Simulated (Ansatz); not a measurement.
# Electroresistance of MgB2/AlN/ZrB2, part 3 of 7

Both polarities of the barrier in MgB2/AlN/ZrB2, relaxed and compared. The lower electrode is MgB2 AlB2(0001), the upper one ZrB2 AlB2(0001); the barrier is AlN zinc blende(111) (whole bilayers). In the first transport cell, after relaxation, the nearest pair of electrode and barrier is Mg–N at 2.42 Å, at a slant, at the lower face and Zr–Al at 3.29 Å, at a slant, at the upper one. All share a net of side 3.111 Å, which strains the lower electrode by +1.3 %, the upper one by -2.2 % and the barrier by +0.0 %, against typed lattice constants near PBE's. The first steps treat the bulk electrodes alone.

Ansatz 0.2.0; PBE DFT, plane waves, PAW files (the session's first sound run).

So far. Step 4 (Relaxation, box 38.5 Å, polarity N face on the lower …): The largest force component on a free atom ends at 0.018 eV/Å. The work functions of the outer faces are 5.78 and 5.99 eV.

## (5) The open system: T(E), polarity N face on the lower electrode, gap between the electrodes 12.81 Å

This step: PBE DFT, plane waves, PAW files; ballistic transmission by layer matching between semi-infinite leads (Ansatz 0.2.0).

System of this step: MgB2/AlN/ZrB2. The cell holds 52 atoms: 8 Mg, 28 B, 4 N, 4 Al and 8 Zr. Cell: a = 3.111 Å, b = 3.111 Å, c = 76.301 Å, α = 90.0°, β = 90.0°, γ = 120.0°. Regions: left electrode, 22 atoms (8 Mg and 14 B); barrier, 8 atoms (4 N and 4 Al); right electrode, 22 atoms (8 Zr and 14 B). Vacuum lies along c.

The relaxed core is set between ideal electrode layers (this cell holds 8 atomic planes between the electrodes; where that differs from the relaxed slab, whole periods were copied in or cut out without a new relaxation), which the solver continues as semi-infinite leads. A wide energy window on a coarse mesh (12×12) shows where the Fermi level lies against the barrier's bands; the projected density of states shows how far the metals' states reach in.

Contents of input.yaml:

```yaml
crystal:
  lattice:
    - [3.111, 0.0, 0.0]
    - [-1.5555, 2.6942050312, 0.0]
    - [0.0, 0.0, 76.3006145658]
  atoms:
    - { symbol: Mg, position: [0.0, 0.0, 0.0917423803] }
    - { symbol: B, position: [0.33333333, 0.66666667, 0.1147468244] }
    - { symbol: B, position: [0.66666667, 0.33333333, 0.1147468244] }
    - { symbol: Mg, position: [0.0, 0.0, 0.1377512686] }
    - { symbol: B, position: [0.33333333, 0.66666667, 0.1607557127] }
    - { symbol: B, position: [0.66666667, 0.33333333, 0.1607557127] }
    - { symbol: Mg, position: [0.0, 0.0, 0.1837601568] }
    - { symbol: B, position: [0.33333333, 0.66666667, 0.2067646009] }
    - { symbol: B, position: [0.66666667, 0.33333333, 0.2067646009] }
    - { symbol: Mg, position: [0.0, 0.0, 0.229769045] }
    - { symbol: B, position: [0.33333333, 0.66666667, 0.2527734892] }
    - { symbol: B, position: [0.66666667, 0.33333333, 0.2527734892] }
    - { symbol: Mg, position: [0.0, 0.0, 0.2757779333] }
    - { symbol: B, position: [0.33333333, 0.66666667, 0.2987823774] }
    - { symbol: B, position: [0.66666667, 0.33333333, 0.2987823774] }
    - { symbol: Mg, position: [0.0, 0.0, 0.3217868215] }
    - { symbol: B, position: [0.33333333, 0.66666667, 0.3447912656] }
    - { symbol: B, position: [0.66666667, 0.33333333, 0.3447912656] }
    - { symbol: Mg, position: [0.0, 0.0, 0.3677957097] }
    - { symbol: B, position: [0.33333333, 0.66666667, 0.3908001539] }
    - { symbol: B, position: [0.66666667, 0.33333333, 0.3908001539] }
    - { symbol: Mg, position: [0.0, 0.0, 0.4126668498] }
    - { symbol: "N", position: [0.33333333, 0.66666667, 0.4339797397] }
    - { symbol: Al, position: [0.66666667, 0.33333333, 0.4435361325] }
    - { symbol: "N", position: [0.66666667, 0.33333333, 0.4681862495] }
    - { symbol: Al, position: [0.0, 0.0, 0.4769079472] }
    - { symbol: "N", position: [0.0, 0.0, 0.5015577128] }
    - { symbol: Al, position: [0.33333333, 0.66666667, 0.5102986158] }
    - { symbol: "N", position: [0.33333333, 0.66666667, 0.5349894823] }
    - { symbol: Al, position: [0.66666667, 0.33333333, 0.5443489959] }
    - { symbol: Zr, position: [0.0, 0.0, 0.5805207556] }
    - { symbol: B, position: [0.33333333, 0.66666667, 0.6032619753] }
    - { symbol: B, position: [0.66666667, 0.33333333, 0.6032619753] }
    - { symbol: Zr, position: [0.0, 0.0, 0.6267231787] }
    - { symbol: B, position: [0.33333333, 0.66666667, 0.6501843821] }
    - { symbol: B, position: [0.66666667, 0.33333333, 0.6501843821] }
    - { symbol: Zr, position: [0.0, 0.0, 0.6736455855] }
    - { symbol: B, position: [0.33333333, 0.66666667, 0.6971067889] }
    - { symbol: B, position: [0.66666667, 0.33333333, 0.6971067889] }
    - { symbol: Zr, position: [0.0, 0.0, 0.7205679923] }
    - { symbol: B, position: [0.33333333, 0.66666667, 0.7440291958] }
    - { symbol: B, position: [0.66666667, 0.33333333, 0.7440291958] }
    - { symbol: Zr, position: [0.0, 0.0, 0.7674903992] }
    - { symbol: B, position: [0.33333333, 0.66666667, 0.7909516026] }
    - { symbol: B, position: [0.66666667, 0.33333333, 0.7909516026] }
    - { symbol: Zr, position: [0.0, 0.0, 0.814412806] }
    - { symbol: B, position: [0.33333333, 0.66666667, 0.8378740094] }
    - { symbol: B, position: [0.66666667, 0.33333333, 0.8378740094] }
    - { symbol: Zr, position: [0.0, 0.0, 0.8613352128] }
    - { symbol: B, position: [0.33333333, 0.66666667, 0.8847964163] }
    - { symbol: B, position: [0.66666667, 0.33333333, 0.8847964163] }
    - { symbol: Zr, position: [0.0, 0.0, 0.9082576197] }
kpoints:
  mp_grid: { grid: [12, 12, 1] }
scf:
  occupations: { method: fermi_dirac, width: 0.1 }
  max_iter: 150
hamiltonian:
  xc: pbe
output:
  transmission:
    kmesh: [12, 12]
    e_range: [-2, 3]
    de: 0.1
    leads: [[9, 12], [40, 43]]
  dos: { projected: true, e_range: [-6, 5], de: 0.05 }
  write_potential: true
  write_density: true
  volumetric_format: npy
  elf: true
```

The run is started by

```sh
$ ansatz run input.yaml --threads 4 --pin off --max-ram 12288MiB --backend cpu --events-out ev --progress --plain --runs-dir out
```

Numbers of over 12 decimals in the logs are rounded to 6 here.

The program printed:

```text
[...]
Crystal: 52 atoms, lattice volume = 639.527 Å³
Basis set: ecut = 420 eV, 12435 PW (Γ)
Bands: 198, of which v1, the nominal top of the filled ones, is band 146 counted from 1 (145 counted from 0)
Symmetry: 6 space group operations
[...]
k-points: 19 of 144 (time reversal used)
[...]
SCF iter   1: F=—  HF=-56949.561236 eV  |F-HF|=—  |Δ(HF+E_count)|=         —  Δρ=2.37e-2  dr2=2.68e3  ethr=1.77e-3  ⟨swp⟩=9.4  Hψ=19734  notcnv=0  defer=220
[...]
SCF iter  13: F=-56945.103425 eV  HF=-56945.103425 eV  |F-HF|=3.27e-8  |Δ(HF+E_count)|=   9.23e-9  Δρ=9.68e-7  dr2=3.74e-8  ethr=3.42e-11  ⟨swp⟩=3.1  Hψ=7142  notcnv=0
SCF 1 converged in 13 iterations: F = -56945.103425 eV  dr2 = 3.74e-8
[...]
transmission: 122 of 1197 steps passed
transmission: 242 of 1197 steps passed
[...]
transmission: 1197 of 1197 steps passed
WARN: The output density's exchange-correlation potential varies sharply where the density is thin. Do not read a vacuum level from v_tot or v_xc, or from such a field of the output density. On a cell that repeats whose density bears no net charge and no dipole along the vacuum's axis use v_es (v_loc + v_h of the components); under efield.dipole_correction with no amplitude use v_es + v_field, which holds any externa [...]
SCF converged after 13 iterations
Free energy (F): -56945.103425 eV
[...]
Internal energy: -56944.790643 eV  (E = F + TS)
E sigma→0 (E₀):  -56944.947034 eV
Entropy (-TS):   -0.312782 eV (-6.015 meV/atom)
Fermi energy:    9.542595 eV
[...]
--- Band table (eV; the first three rows and the last of 19) ---
  k-point 0: bands = [... 142 lower, 10.1786, 10.2350, 10.2350, 10.3201, 10.3201, 10.4729, 10.4729, 10.5177, ... 48 higher]
  k-point 1: bands = [... 142 lower, 9.8544, 9.8906, 9.9454, 9.9780, 10.0485, 10.4442, 10.5445, 10.5959, ... 48 higher]
  k-point 2: bands = [... 142 lower, 9.1857, 9.2089, 9.2599, 9.2777, 9.3117, 10.3722, 10.4088, 10.8153, ... 48 higher]
  k-point 18: bands = [... 142 lower, 8.7528, 8.9341, 9.0336, 9.6209, 9.6210, 9.6471, 9.6559, 9.7492, ... 48 higher]
--- Transmission ---
  basis      : 73 plane waves across, 63 finite elements along
  points     : 19, standing for a mesh of 12 x 12
  energies   : 51 from -2.000000 to 3.000000 eV about the Fermi level, 0.100000 eV apart; the leads are filled to 0.000000 eV, and channels, transmission and decay are at 0.000000 eV
  crystal 0  : B2Mg1, at the sites [9, 12], period 3.5105 Å, over 24.57 Å; its Hamiltonian steps by up to 24.7 meV
    offset         : up to 0.0000 Å between an atom of the period and one for which it stands
    channels       : 8.194444e-1 a spin
    conductance    : none, the energies end too early or step too widely for 300 K: set another output.transmission.e_range or a lower de, or, where they end at an eighth of basis.ecutwfc, a higher one
    slowest decay  : 0.1347 /Å at (0.3333, 0.0833)
  crystal 1  : B2Zr1, at the sites [40, 43], period 3.5802 Å, over 25.06 Å; its Hamiltonian steps by up to 22.2 meV
[...]
channels       : 3.402778e-1 a spin
[...]
slowest decay  : 0.1215 /Å at (0.1667, 0.0833)
  junction   : crystal 0 to crystal 1, 21.34 to 56.57 Å
    transmission   : 1.823885e-6 a spin
[...]
```

Wall time 7.5 min (4 threads of Arm Neoverse N1, shared host); peak memory 4.3 GiB; 29 min of CPU time.

Numbers from this step:

```
free energy                                         : -56945.1034 eV
Fermi energy                                        : 9.543 eV
level to which the leads are filled                 : 0 eV from the Fermi level
transmission at the Fermi level (a spin, zone mean) : 1.82e-6
channels of the lower lead                          : 0.8194
channels of the upper lead                          : 0.3403
potential step in the lower lead                    : 24.7 meV
potential step in the upper lead                    : 22.2 meV
```

One spin. Table of transmission, zone mean by energy, zero at the Fermi level:

```tsv
energy (eV)	transmission, zone mean
-2.00	1.1e-4
-1.80	2.0e-4
-1.50	3.2e-4
-1.30	1.1e-4
-1.00	1.1e-4
-0.80	6.2e-5
-0.60	2.1e-5
-0.30	3.4e-5
-0.10	2.2e-6
0.00	1.8e-6
0.10	3.5e-6
0.40	1.6e-5
0.60	4.0e-5
0.90	0.00126
1.10	0.00495
1.30	0.00237
1.60	0.00779
1.80	0.0165
2.00	0.0127
2.30	0.0196
2.50	0.0354
2.80	0.0434
3.00	0.106
```

One spin. The open channels, zone mean by energy, zero at the Fermi level:

```tsv
energy (eV)	lower lead	upper lead
-2.00	1	0.875
-1.80	0.924	0.896
-1.70	0.882	0.854
-1.50	0.840	0.688
-1.30	0.840	0.521
-1.10	0.944	0.604
-1.00	0.944	0.646
-0.80	0.861	0.604
-0.60	0.736	0.382
-0.40	0.736	0.215
-0.30	0.861	0.340
-0.10	0.778	0.340
0.00	0.819	0.340
0.10	0.861	0.340
0.20	0.778	0.340
0.40	0.604	0.382
0.60	0.646	0.674
0.80	0.590	0.688
0.90	0.590	0.785
1.10	0.590	1.20
1.30	0.632	1.28
1.40	0.632	1.41
1.60	0.632	1.56
1.80	0.632	1.72
2.00	0.653	1.56
2.10	0.653	1.64
2.30	0.819	1.62
2.50	0.819	1.93
2.70	0.944	1.85
2.80	0.903	1.81
3.00	0.861	1.81
```

Transmission over k1 and k2. At 0.0000 eV from the Fermi level.

Ten even steps from '0' (0.00 × 1e-5) to '9' (1.81 × 1e-5):
```
000000003003
900000009000
000000000000
900000000093
000000000000
000000000000
000000000000
939000000000
000000000000
900090000000
030030000000
009090009090
```
Columns: k1 (b1) from -0.5 to 0.417; rows upwards: k2 (b2) from -0.5 to 0.417.

Open channels of the lower lead over k1 and k2. At 0.0000 eV from the Fermi level.

Ten even steps from '0' (0.00) to '9' (2.00):
```
950000599999
900000009999
900000000999
900000000099
900005500009
950005050005
990000550000
999000000000
999900000000
999990000000
999999500005
999999999999
```
Columns: k1 (b1) from -0.5 to 0.417; rows upwards: k2 (b2) from -0.5 to 0.417.

Open channels of the upper lead over k1 and k2. At 0.0000 eV from the Fermi level.

Values, 12 rows by 12 columns:
```
0.00 0.00 0.00 0.00 0.00 0.00 0.00 0.00 1.00 0.00 0.00 1.00
1.00 0.00 0.00 0.00 2.00 0.00 0.00 0.00 1.00 0.00 0.00 0.00
0.00 0.00 0.00 0.00 0.00 0.00 0.00 0.00 0.00 0.00 0.00 0.00
1.00 0.00 2.00 0.00 0.00 2.00 0.00 0.00 2.00 0.00 1.00 1.00
0.00 0.00 0.00 0.00 2.00 1.00 1.00 2.00 0.00 0.00 0.00 0.00
0.00 0.00 0.00 0.00 0.00 1.00 1.00 1.00 0.00 0.00 0.00 0.00
0.00 0.00 0.00 0.00 0.00 2.00 1.00 1.00 2.00 0.00 0.00 0.00
1.00 1.00 1.00 0.00 2.00 0.00 0.00 2.00 0.00 0.00 2.00 0.00
0.00 0.00 0.00 0.00 0.00 0.00 0.00 0.00 0.00 0.00 0.00 0.00
1.00 0.00 0.00 0.00 1.00 0.00 0.00 0.00 2.00 0.00 0.00 0.00
0.00 1.00 0.00 0.00 1.00 0.00 0.00 0.00 0.00 0.00 0.00 0.00
0.00 0.00 1.00 0.00 1.00 0.00 0.00 0.00 1.00 0.00 1.00 0.00
```
Columns: k1 (b1) from -0.5 to 0.417; rows upwards: k2 (b2) from -0.5 to 0.417.

Projected DOS an atom over height of the atomic layer and energy from the Fermi level. Layers: Mg B2 Mg B2 Mg B2 Mg B2 Mg B2 Mg B2 Mg B2 Mg N Al N Al N Al N Al Zr B2 Zr B2 Zr B2 Zr B2 Zr B2 Zr B2 Zr B2 Zr; projections on atoms miss part of the total, and the computed bands can run out at the top of the range; a column is the mean of 3 neighbouring layers, the last of those left over.

Ten even steps from '0' (0.00 states/eV) to '9' (1.05 states/eV), each cell a mean:
```
1111123558586
1111122558597
1111123447475
0101122436466
0000021236366
0101010235368
1000010235355
0000000424245
1000000512126
1101000201015
2212100201019
2212100612122
1212100323234
1313100334345
2313200556565
2313234535443
1313186566665
1212196555554
1212184433333
1212163333332
1111152322222
1111131311211
```
Columns: height of the atomic layer (Å) from 8.76 to 68.4 (not evenly spaced); rows upwards: energy from the Fermi level (eV) from -6 to 5.

ELF in the ca plane at fractional y = 0.000, with atoms of Mg and Al and N and Zr within 0.2 Å of it. It is the smooth field of the valence electrons, not physical close to the nuclei.

Ten even steps from '0' (0.02) to '9' (0.86), each cell a mean:
```
01100049956972000001110278587212138758611113
13553037899961013332232147873144314887224431
35787312567731357874345312222578742221268874
36787410112112579995357632225899974212589997
36787411244422478985356421124799863112479986
24676225789851135653343124642366522563146652
12320048988962001111221169885123227888412312
01000059823872000000110287168211138528711104
```
Columns run along c (16.0 Å, from fractional 0.46 to 0.67 of the cell), rows up along a (3.1 Å). Atoms in or near the plane, at fractional coordinates: Al at (0.48, 0.00), N at (0.50, 0.00), Zr at (0.58, 0.00), Zr at (0.63, 0.00).

Electrostatic potential energy in the ca plane at fractional y = 0.000, with atoms of Mg and Al and N and Zr within 0.2 Å of it. With pseudopotentials it is smooth inside the atoms' cores, unlike the true potential.

Ten even steps from '0' (-59 eV) to '9' (12 eV), each cell a mean:
```
99778878622799999999999850004899973001689997
99877789977999999999999974347899986435899998
99998899999889999988999998889999998888999999
99999999998888999888899999999988999999998899
99999999998889999888999999899998999989999899
99987789999999999999999987678999998667899999
99877778755899999999999862026899985113789998
99778878500699999999999840004899972000589997
```
Columns run along c (16.0 Å, from fractional 0.46 to 0.67 of the cell; values clipped at the 3rd and 97th percentile), rows up along a (3.1 Å). Atoms in or near the plane, at fractional coordinates: Al at (0.48, 0.00), N at (0.50, 0.00), Zr at (0.58, 0.00), Zr at (0.63, 0.00).

Valence density in the ca plane at fractional y = 0.000, with atoms of Mg and Al and N and Zr within 0.2 Å of it. It is the smooth field of the valence electrons, not physical close to the nuclei.

Ten steps, logarithmic in the rise over the least value, from '0' (0 e/Å³) to '9' (24 e/Å³), each cell a mean:
```
00000168730000048851000000000000134553100000
01111013210111112310011000001100112332100000
11221100001222110000121100011110001111000112
12222100011222110001222110112210000000001122
12222100011222110001122110012210000111001122
11111001001111100000111100011110012222100011
00000046510000026630000000001000123443100000
00000179840000059961000000000000135554100000
```
Columns run along c (16.0 Å, from fractional 0.33 to 0.54 of the cell), rows up along a (3.1 Å). Atoms in or near the plane, at fractional coordinates: Mg at (0.37, 0.00), Mg at (0.41, 0.00), Al at (0.48, 0.00), N at (0.50, 0.00).

At the Fermi level the transmission is 1.8e-6, as a zone mean for one spin on this coarse mesh. At the Fermi level the layers of this cell's barrier hold from 0.0021 to 0.076 states an eV and atom. In the worse lead the potential repeats within 24.7 meV, which the program lets pass.

(Part 3 of 7 ends here.)

[Logs are printed without paths, hosts, clocks, repeated set-up lines and the standing remarks that a program may print on its own settings, such as how far it seeks lower states.]

[Hosts, paths, dates, database ids (printed as entryN), source tags and the programs' standing remarks are cut or masked in the printed files.]
